# Squeezing and stretching hexagonal diamond

## Question

Hexagonal diamond is built, like ordinary diamond, from carbon atoms with four neighbours each. The table follows one such crystal through seven volumes, from slightly squeezed to clearly stretched. The energy is counted per atom from the minimum of a smooth curve through the seven energies. A positive pressure means that the crystal pushes outwards, a negative one that it has to be held apart.

Hexagonal diamond (C, P6_3/mmc, 4-atom cell), calculated with GPAW 26.7.0 using the LDA without spin polarisation, HGH pseudopotentials, plane waves up to 1600 eV, a 9×9×5 k mesh and Fermi-Dirac smearing of 0.05 eV. The cell is scaled at fixed shape and fractional coordinates, and energies are counted from the minimum of the fitted equation of state.

| volume (Å³/atom) | energy (meV/atom) | pressure (GPa) |
| --- | --- | --- |
| 5.332 | 10.33 | 15.66 |
| 5.445 | 1.71 | 5.05 |
| 5.559 | 0.29 | -4.59 |
| 5.672 | 5.44 | -13.35 |
| 5.786 | 16.53 | -21.32 |
| 5.899 | 33.08 | -28.56 |
| 6.012 | 54.55 | -35.15 |

(a) The cell is scaled without changing its shape or the relative positions of its atoms. What happens to the bonds?

(b) The volumes are equally spaced. How does the change of pressure from one row to the next develop, and why? Decide whether the geometry of the crystal is a sufficient explanation.

(c) At the lowest energy in the table the pressure is not zero. Account for this.

## Model answer

### (a) Only bond lengths change

Each atom has four equal bonds, and uniform scaling keeps every angle as it was. The energy curve can therefore be read as the cost of shortening or lengthening bonds, with no bending mixed in. Because volume goes as the cube of length, the bonds grow by only 4 % while the volume grows by 13 %.

The electronic state doesn't change on the way. The crystal stays an insulator, with a calculated gap that widens smoothly from 3.0 to 3.4 eV as it expands. The gap is taken on the k mesh, which can miss the band edges, and the local density approximation tends to make gaps too small, but the values stay far from zero in every row. The seven rows can thus be read as one trend.

### (b) The crystal softens as it expands

The pressure falls in every step, but by less each time: by 10.6 GPa in the first step and by 6.6 GPa in the last. The resistance to a change of volume is measured by the bulk modulus, the pressure change divided by the fractional volume change that causes it. Taken from neighbouring rows, it drops from about 500 GPa at the compressed end to about 350 GPa at the stretched end.

Two limiting cases show why such softening is to be expected. If the atoms are pulled far apart, the energy must level off at that of free atoms, and the pull needed to separate them further must fade to nothing. If they are pushed closer and closer together, the energy rises without any such ceiling. A smooth curve that joins a steep wall to a plateau has to lose its upward bend somewhere on the way. The table shows that the loss is already under way around the minimum.

Behind this shape lies a balance of repulsion and attraction. On compression, the electrons are confined to less space, which raises their kinetic energy, and the Pauli principle stops them from all settling in the lowest state. The resulting repulsion grows steeply at short distances and fades quickly at longer ones. The attraction that comes from sharing electrons changes more gradually. On stretching, it is therefore left in excess, and the crystal pulls back. But each further step removes less repulsion than the one before, so the tension grows by ever smaller amounts. This account comes from the theory of bonding; the table gives only the total energy and pressure and doesn't separate these parts.

A diatomic molecule such as H₂ shows the same pattern in its simplest form: a steep inner wall and a gentler outer slope. The comparison holds for the shape of the curve. It doesn't make the crystal's curve that of one isolated bond, because in the crystal all bonds change together and share their atoms.

Geometry could also produce softening, even with perfectly elastic bonds. In an expanded crystal each bond holds together a wider cross-section, so the same force amounts to less pressure. A given step in volume also lengthens the bonds less. To see whether this is enough, replace each bond by an ideal spring, whose energy rises with the square of its change in length.

Let V be the volume per atom and r the bond length, with V₀ and r₀ their values at the energy minimum, and let B be the bulk modulus there. For a small change, the energy per atom is

E = ½ B V₀ (ΔV/V₀)².

A small fractional change in volume is three times that in length, so ΔV/V₀ = 3Δr/r₀. If the bonds are ideal springs, the energy is quadratic in length at every volume:

E = (9/2) B V₀ (r/r₀ − 1)², with r/r₀ = (V/V₀)^(1/3).

The two constants, V₀ = 5.525 Å³ per atom and B = 463 GPa, come from an equation of state fitted to all seven energies. Now take the most expanded row:

- The length ratio is (6.012/5.525)^(1/3) = 1.0286, so the bonds are 2.9 % longer than at the minimum.
- Since 1 eV/Å³ is 160.2 GPa, B is 2.89 eV/Å³, and (9/2) B V₀ is 71.9 eV.
- The spring energy is 71.9 eV × 0.0286² = 0.059 eV, or 59 meV per atom.

The calculated energy is 54.55 meV, about 7 % below that of the springs. Real bonds resist this much stretching less than ideal springs do. In the most compressed row the difference has the opposite sign: the calculated energy is 3 % above the spring value. Geometry alone is therefore not a sufficient explanation, because the bonds themselves stiffen when shortened and soften when lengthened.

The same model shows how the softening is shared out. Differentiating the spring energy twice with respect to volume and multiplying by the volume gives a modulus of B(2 − x)/x², where x = r/r₀. Between the middle of the first step and that of the last, x rises from 0.992 to 1.025, and this modulus falls by about a tenth. The modulus from the table falls by 31 %. Geometry thus supplies somewhat less than a third of the softening, and the changing bonds supply the rest.

### (c) One part is real tension, the other an offset

The row at 5.559 Å³ has the lowest energy only because it lies nearest to the minimum. The minimum itself is at 5.525 Å³, between two rows, so this crystal is already slightly stretched. Its excess volume of 0.034 Å³ calls for a tension of about 463 GPa × 0.034/5.525, or 2.8 GPa.

The table gives a tension of 4.59 GPa, so about 1.8 GPa remains to be explained. The same kind of discrepancy runs through the whole series. Pressure is minus the slope of energy against volume, and this slope can be taken directly from each pair of neighbouring energies. In every step the printed pressures, averaged over the pair, lie 1.5 to 1.8 GPa below the value from the slope.

The likely cause is Pulay stress, an error that arises when a finite set of plane waves describes the electrons. A stress formula without a correction for it treats the set as fixed while the cell expands. The waves then stretch with the cell, the finest detail they can describe becomes coarser, and the energy comes out slightly too high. Expansion appears to cost more than it should, which lowers the pressure.

The energies in the table avoid most of this error, because each volume has its own set of waves up to the same energy cutoff. The sign of the offset agrees with this explanation, but the explanation has not been tested here. Repeating the series with a higher cutoff would test it: the two pressures should then come closer to each other.

## Remarks on the reasoning

**A softer crystal can still store more energy.** In the table the energy climbs ever faster towards large volumes, which may look like growing stiffness. It climbs because the crystal is moving further from its minimum. Stiffness is the rate at which the slope changes, and that rate falls. A good answer keeps energy, slope and curvature apart.

**The offset doesn't create the softening.** One might suspect that faulty pressures only imitate a softer crystal. The slopes of the energies settle this, since they make no use of the printed pressures. The pressure obtained from them also falls by less in each step, from 12.2 − 2.0 = 10.2 GPa at the start to 30.3 − 23.4 = 6.9 GPa at the end. A nearly constant shift moves the pressure curve down but hardly changes its steepness.

**What the spring comparison can prove.** The springs were given the minimum and the stiffness of the calculated curve, and the worked row was among those that fixed these constants. Agreement close to the minimum is therefore built in. The information lies in the way the two curves part further out. On the stretched side they separate steadily over several rows, whereas on the compressed side the evidence rests mainly on the row at 5.332 Å³.

**Which volume to use.** For the equilibrium volume, the minimum of the energy is the better choice. The printed pressure passes through zero at about 5.505 Å³, which is 0.4 % smaller. That is a small error in volume, but an offset of nearly 2 GPa matters to anyone who wants the pressure itself. In a material this stiff, a small error in volume corresponds to a large one in pressure.

**What the minimum refers to.** The proportions of the hexagonal cell were held fixed, and the atoms were at rest. A crystal free to adjust its height relative to its width could lower its energy a little further, and the zero-point motion of such light atoms would expand it slightly. The local density approximation, for its part, usually makes bonds somewhat too short. The value of 5.525 Å³ is thus the best volume for this shape and this level of theory, not a prediction for a real sample.

**Carrying the argument to a related crystal.** In the spring model, the modulus is proportional to the stiffness of a bond divided by its length. Silicon with the same arrangement of atoms has longer bonds that are also less stiff, so its pressure should change much less for the same fractional change in volume. It should still soften on expansion, because its bonds too have a steep wall on one side and a plateau on the other.
